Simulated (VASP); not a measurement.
# Mg, relaxation of the cell: which settings are enough?

Mg, P6_3/mmc (no. 194), 2 atoms in the cell. PBE; PAW potentials Mg (PBE set). VASP 6.6.1.

Wanted: cell volume within 0.05 %; lattice lengths within 0.03 %; shortest distances from each atom, periodic images included within 0.002 Å.

What the run is for: cell; Accuracy asked: tight.

The series start from Plane-wave cutoff (eV): 300; Smearing width (eV): 0.07; k-point mesh: 11 × 11 × 6; Relaxation passes: 2; Ionic threshold (EDIFFG): -0.005; Electronic threshold (eV): 1e-6; Precision mode (PREC): Accurate; Relaxation algorithm: IBRION=2 POTIM=0.5. Each series keeps the choices made before it, and each single choice may use up half of a tolerance. Times cover all steps of a run.

## Plane-wave cutoff (eV)

| Plane-wave cutoff (eV) | Cell volume (Å³) | Lattice lengths, largest deviation against the largest value | Shortest distances from each atom, periodic images included, largest deviation (Å) | Time (s) |
|---|---|---|---|---|
| 200 | 45.7 | 0.018 % | 0.0006 | 9.4 |
| 230 | 45.67 | 0.0013 % | 0.0000 | 11 |
| 260 | 45.66 | 0.0095 % | 0.0003 | 14 |
| 300 | 45.67 | 0.0052 % | 0.0002 | 15 |
| 350 | 45.68 | 0.0023 % | 0.0001 | 16 |
| 420 | 45.68 | 0.0033 % | 0.0001 | 18 |
| 520 | 45.67 | 0.00039 % | 0.0000 | 21 |
| 650 (reference) | 45.67 | 0 % | 0.0000 | 35 |

Chosen: 300, the loosest value from which every tighter one stays within half of the tolerance.

## Smearing width (eV)

| Smearing width (eV) | Cell volume (Å³) | Lattice lengths, largest deviation against the largest value | Shortest distances from each atom, periodic images included, largest deviation (Å) | Time (s) |
|---|---|---|---|---|
| 0.3 | 45.73 | 0.054 % | 0.0016 | 15 |
| 0.2 | 45.69 | 0.026 % | 0.0006 | 15 |
| 0.15 | 45.67 | 0.014 % | 0.0003 | 15 |
| 0.1 | 45.66 | 0.0043 % | 0.0001 | 15 |
| 0.07 | 45.67 | 0.0089 % | 0.0002 | 15 |
| 0.04 (reference) | 45.67 | 0 % | 0.0000 | 15 |

Chosen: 0.15.

## k-point mesh

| k-point mesh | Cell volume (Å³) | Lattice lengths, largest deviation against the largest value | Shortest distances from each atom, periodic images included, largest deviation (Å) | Time (s) |
|---|---|---|---|---|
| 4 × 4 × 3 | 45.74 | 5.6 % | 0.0608 | 7.9 |
| 6 × 6 × 3 | 45.8 | 0.48 % | 0.0080 | 10 |
| 7 × 7 × 4 | 46.06 | 4.1 % | 0.0281 | 14 |
| 9 × 9 × 5 | 45.69 | 0.41 % | 0.0056 | 14 |
| 11 × 11 × 6 | 45.67 | 0.35 % | 0.0045 | 15 |
| 13 × 13 × 7 (reference) | 45.76 | 0 % | 0.0000 | 23 |

Chosen: 13 × 13 × 7; the next looser run is off by more than half of the tolerance, so convergence isn't shown beyond this value.

## Relaxation passes

| Relaxation passes | Cell volume (Å³) | Lattice lengths, largest deviation against the largest value | Shortest distances from each atom, periodic images included, largest deviation (Å) | Time (s) |
|---|---|---|---|---|
| 1 | 45.76 | 0 % | 0.0000 | 19 |
| 2 | 45.76 | 0 % | 0.0000 | 23 |
| 3 (reference) | 45.76 | 0 % | 0.0000 | 27 |

Chosen: 1.

## Ionic threshold (EDIFFG)

| Ionic threshold (EDIFFG) | Cell volume (Å³) | Lattice lengths, largest deviation against the largest value | Shortest distances from each atom, periodic images included, largest deviation (Å) | Time (s) |
|---|---|---|---|---|
| -0.05 | 45.96 | 0.41 % | 0.0085 | 11 |
| -0.02 | 45.76 | 0.22 % | 0.0031 | 13 |
| -0.01 | 45.75 | 0.12 % | 0.0015 | 16 |
| -0.005 | 45.76 | 0.028 % | 0.0007 | 19 |
| -0.002 (reference) | 45.78 | 0 % | 0.0000 | 22 |

Chosen: -0.002; the next looser run is off by more than half of the tolerance, so convergence isn't shown beyond this value.

## Electronic threshold (eV)

| Electronic threshold (eV) | Cell volume (Å³) | Lattice lengths, largest deviation against the largest value | Shortest distances from each atom, periodic images included, largest deviation (Å) | Time (s) |
|---|---|---|---|---|
| 0.0001 | 45.77 | 0.0081 % | 0.0001 | 14 |
| 1e-5 | 45.78 | 0.011 % | 0.0002 | 17 |
| 1e-6 | 45.78 | 0.014 % | 0.0004 | 22 |
| 1e-7 (reference) | 45.76 | 0 % | 0.0000 | 22 |

Chosen: 1e-7; the next looser run is off by more than half of the tolerance, so convergence isn't shown beyond this value.

## Precision mode (PREC)

| Precision mode (PREC) | Cell volume (Å³) | Lattice lengths, largest deviation against the largest value | Shortest distances from each atom, periodic images included, largest deviation (Å) | Time (s) |
|---|---|---|---|---|
| Normal | 45.78 | 0.013 % | 0.0004 | 16 |
| Accurate (reference) | 45.76 | 0 % | 0.0000 | 22 |

Chosen: Accurate; the one before it in the list is off by more than half of the tolerance.

## Relaxation algorithm

| Relaxation algorithm | Cell volume (Å³) | Lattice lengths, largest deviation against the largest value | Shortest distances from each atom, periodic images included, largest deviation (Å) | Time (s) |
|---|---|---|---|---|
| IBRION=2 POTIM=0.5 | 45.76 | 0 % | 0.0000 | 22 |
| IBRION=2 POTIM=0.2 | 45.77 | 0.0037 % | 0.0001 | 22 |
| IBRION=1 POTIM=0.5 | 45.78 | 0.0091 % | 0.0003 | 18 |
| IBRION=1 POTIM=0.2 | 45.78 | 0.0095 % | 0.0001 | 18 |

Chosen: IBRION=2 POTIM=0.5; no other choice that stays within half of the tolerance saves 30 % of the time.

## All choices together

| Input | Cell volume (Å³) | Lattice lengths, largest deviation against the largest value | Shortest distances from each atom, periodic images included, largest deviation (Å) | Time (s) |
|---|---|---|---|---|
| the program's defaults (naive) | 45.84 | 0.52 % | 0.0088 | 2.0 |
| chosen settings | 45.76 | 0.35 % | 0.0049 | 29 |
| reference settings throughout | 45.71 | 0 % | 0.0000 | 57 |

The tolerance is missed in the cell volume and the lattice lengths and the shortest distances from each atom, periodic images included, so this input isn't good enough yet.

Values of the reference run: Lattice lengths: 3.192, 3.192, 5.181 Å; Shortest distances from each atom, periodic images included: 3.179, 3.179, 3.179, 3.179, 3.179, 3.179, 3.179, 3.179 Å.

3 cheaper combinations failed this check first and made the worst setting one step tighter.

## The input

INCAR.step1:
```
SYSTEM = Mg
GGA = PE
ISMEAR = 0
SIGMA = 0.1
LWAVE = .False.
LCHARG = .False.
NSW = 80
PREC = Accurate
LASPH = .True.
LREAL = .False.
ALGO = Normal
EDIFF = 1E-7
NELM = 120
GGA_COMPAT = .False.
IBRION = 2
ISIF = 3
EDIFFG = -0.002
NELMIN = 4
ENCUT = 420
POTIM = 0.5
```

INCAR.step2, as INCAR.step1 but for:
```
- NSW = 80
- IBRION = 2
- ISIF = 3
- EDIFFG = -0.002
- NELMIN = 4
- POTIM = 0.5
+ ISIF = 2
```

KPOINTS:
```
Automatic mesh
0
Gamma
  13 13 7
  0 0 0
```

POSCAR.step1:
```
Mg
1.0
    3.2093000000      0.0000000000      0.0000000000
   -1.6046500000      2.7793353284      0.0000000000
    0.0000000000      0.0000000000      5.2103000000
Mg
2
Direct
    0.6666666667      0.3333333333      0.7500000000
    0.3333333333      0.6666666667      0.2500000000
```

Commands (each step's output is kept before the next begins):
```
cat potpaw_PBE.64/Mg/POTCAR > POTCAR
cp INCAR.step1 INCAR
cp POSCAR.step1 POSCAR
mpirun -np 1 vasp_std > vasp.out
cp CONTCAR POSCAR
cp INCAR.step2 INCAR
mpirun -np 1 vasp_std > vasp.out
```

The chosen input took VASP 6.6.1 29 s on 1 core (Intel Xeon Platinum 8559C (Emerald Rapids)), a shared host.

## An input that fails: cell relaxed at a low cutoff

It runs to its end, but against the unchanged starting input it is off by 0.082 % in the cell volume, 0.024 % in the lattice lengths, 0.0005 Å in the shortest distances from each atom, periodic images included.

Changes against the starting input:
```
(all steps)
- PREC = Accurate
- NELM = 120
- ENCUT = 300
+ PREC = Low
+ NELM = 74
+ ENCUT = 140
```
